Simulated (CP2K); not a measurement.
HfC under changes of volume

One of the cells (12.568 Å³/atom); the others are scaled copies at fixed shape and fractional positions:

```
Hf C
1.0
     3.28805    0.00000    0.00000
     1.64402    2.84753    0.00000
     1.64402    0.94918    2.68468
Hf C
1 1
Direct
  0.50000 0.50000 0.50000
  0.00000 0.00000 0.00000
```

- Program: CP2K 2026.2
- Functional: PBEsol
- Potentials or basis: POTENTIAL_UZH Hf GTH-PBE-q12, C GTH-PBE-q4; TZVP-MOLOPT-PBE-GTH basis
- Density cutoff: 6123 eV
- k mesh: 10 × 10 × 10
- Occupations: fermi-dirac, width 0.05 eV
- Spin: no spin polarisation

```tsv
volume (Å³/atom)	energy over the lowest point (meV/atom)	pressure (GPa)
11.814	10.89	9.1
12.065	1.17	3.4
12.317	0.00	-1.8
12.568	6.61	-6.5
12.819	18.73	-11.0
13.071	40.03	-14.5
13.322	?	?
```

**Question.** What does the run at 13.322 Å³/atom give?

**Answer.** Energy over the lowest point 65.55 meV/atom; pressure -17.9 GPa.

Worked out: A Birch-Murnaghan fit of order 3 (a polynomial in V^(-2/3)) to the other rows has its minimum at 12.24 Å³/atom with B0 = V·E''(V) = 237 GPa (rough, since the energies scatter). It gives 66.94 meV/atom at 13.322 Å³/atom, against the run's 65.55, and -dE/dV = -19.4 GPa, against -17.9.

Energies are extrapolated to zero smearing.

Caveats: the potentials were made for another functional, which shifts forces and pressure; the basis of atomic orbitals isn't converged, which shifts pressures, moduli and gaps.
